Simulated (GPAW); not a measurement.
FeO2:

```xyz
6
Lattice="4.6094 0.0000 0.0000 0.0000 4.6094 0.0000 0.0000 0.0000 2.9771" Properties=species:S:1:pos:R:3 pbc="T T T"
Fe    2.3047    2.3047    1.4886
Fe    0.0000    0.0000    0.0000
O     0.8783    3.7311    1.4886
O     3.1830    3.1830    0.0000
O     1.4264    1.4264    0.0000
O     3.7311    0.8783    1.4886
```

The cell comes from a database or a generator and needn't be the stable form of this composition.

Base run:

| Item | Value |
| --- | --- |
| Program | GPAW 26.7.0 |
| Functional | PBEsol |
| Potentials or basis | PAW data sets generated in the run's folder for this functional |
| Cutoff | 800 eV |
| Basis | pw |
| k mesh | 6 × 6 × 9 |
| Occupations | fermi-dirac, width 0.05 eV |
| Spin | collinear spin, ferromagnetic start |
| Starting moments | [3.0, 3.0, 0.0, 0.0, 0.0, 0.0] μB |

Its results: pressure -22.1 GPa; net moment 6.05 μB per cell; site moments Fe +2.57; O +0.12 μB; largest force 0.142 eV/Å.

Q: The run is repeated on the same cell with these changes: k mesh from 6 × 6 × 9 to 4 × 4 × 6. What comes out?

A: Pressure -21.8 GPa; net moment 6.16 μB per cell; site moments Fe +2.61; O +0.13 μB; largest force 0.176 eV/Å.

Caveats: only a ferromagnetic start was run, and an antiferromagnetic order may lie lower in energy; so large a pressure means that the cell lies far from this level's equilibrium, or that cutoff or potentials fall short (some runs).
